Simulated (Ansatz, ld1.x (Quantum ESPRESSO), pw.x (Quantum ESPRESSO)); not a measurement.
nitrogen (N): does the TM potential hold in the solid?

nitrogen, norm-conserving Troullier–Martins (Kleinman–Bylander form), made with ld1.x (Quantum ESPRESSO) 7.5 (PBE, scalar-relativistic). Core [He], reference 2s1 2p4. Waves: 2s (bound): rc 0.85 bohr; 2p (bound): rc 1.60 bohr. Local part: all-electron potential smoothed inside 1.55 bohr (lloc = -1). Core correction: none.

Crystal test: fcc N in pw.x 7.5, no spin, 18³ k-points, Fermi–Dirac smearing 0.01 Ry, cutoffs 145/580 Ry. The reference is all-electron LAPW (Ansatz 0.2.0) with the same functional, mesh and smearing; V0 and B0 come from Birch–Murnaghan fits to the pressures at five volumes. Errors are pseudo minus all-electron; Δ is the rms difference of the E(V) curves that follow from these fits, minima aligned, over ±6 % about the mean V0. Mesh and smearing are coarse, so the numbers serve the comparison and aren't converged zero-temperature values; the lattice is a test structure that the element need not adopt. Spin polarisation is left out.

All-electron: a0 = 3.123 Å (V0 = 7.61 Å³/atom), B0 = 177.0 GPa.

Q: How far does the potential miss the all-electron equation of state?

A: mean pressure error (GPa): +3.24; a0 (Å): 3.141; a0 error (%): +0.58; B0 error (%): +0.1; Δ (meV/atom): 5.2. This is a poor potential for the solid.

| V (Å³/atom) | P all-electron (GPa) | P pseudo (GPa) |
| --- | --- | --- |
| 7.222 | 10.44 | 14.39 |
| 7.412 | 5.03 | 8.59 |
| 7.602 | 0.28 | 3.48 |
| 7.792 | -3.90 | -1.02 |
| 7.982 | -7.58 | -4.98 |

Q: At the middle volume, how do free energy and pressure move when the wave cutoff is lowered (ecutrho kept at four times it)?

A:

```json
{"cutoff (Ry)": "65", "shift of F (meV/atom)": "+74.1", "shift of P (GPa)": "+0.03"}
{"cutoff (Ry)": "87", "shift of F (meV/atom)": "+60.9", "shift of P (GPa)": "-0.29"}
{"cutoff (Ry)": "116", "shift of F (meV/atom)": "+23.4", "shift of P (GPa)": "-1.16"}
```

The run at the middle volume (195 k-points, 6 iterations) took about 16 s on one core of a shared host (Neoverse-V1, 32 threads, 247 GiB, load 24).
